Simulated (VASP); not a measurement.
**Zn under changes of volume**

One of the cells (15.760 Å³/atom); the others are scaled copies at fixed shape and fractional positions:

```xyz
1
Lattice="-1.5794 1.5794 1.5794 1.5794 -1.5794 1.5794 1.5794 1.5794 -1.5794" Properties=species:S:1:pos:R:3 pbc="T T T"
Zn    0.0000    0.0000    0.0000
```

This isn't the form of Zn at room conditions, which is hcp.

```yaml
Program: VASP 6.6.1
Functional: PBE
Potentials_or_basis: VASP PAW PBE potentials, release 64 (Zn)
Cutoff: 520 eV
k_mesh: 12 × 12 × 12
Occupations: fermi-dirac, width 0.05 eV
Spin: no spin polarisation
```

```csv
volume (Å³/atom),energy over the lowest point (meV/atom),pressure (GPa)
14.524,10.48,4.3
14.833,?,?
15.142,0.05,1.2
15.760,0.00,-1.2
16.069,3.29,-2.2
16.378,8.37,-3.1
```

Task: What does the run at 14.833 Å³/atom give?

Result: Energy over the lowest point 3.84 meV/atom; pressure 2.7 GPa.

Worked out: A Birch-Murnaghan fit of order 3 (a polynomial in V^(-2/3)) to the other rows has its minimum at 15.45 Å³/atom with B0 = V·E''(V) = 60 GPa and B' = 4.4. It gives 3.81 meV/atom at 14.833 Å³/atom, against the run's 3.84, and -dE/dV = 2.7 GPa, against 2.7.

Energies are extrapolated to zero smearing.
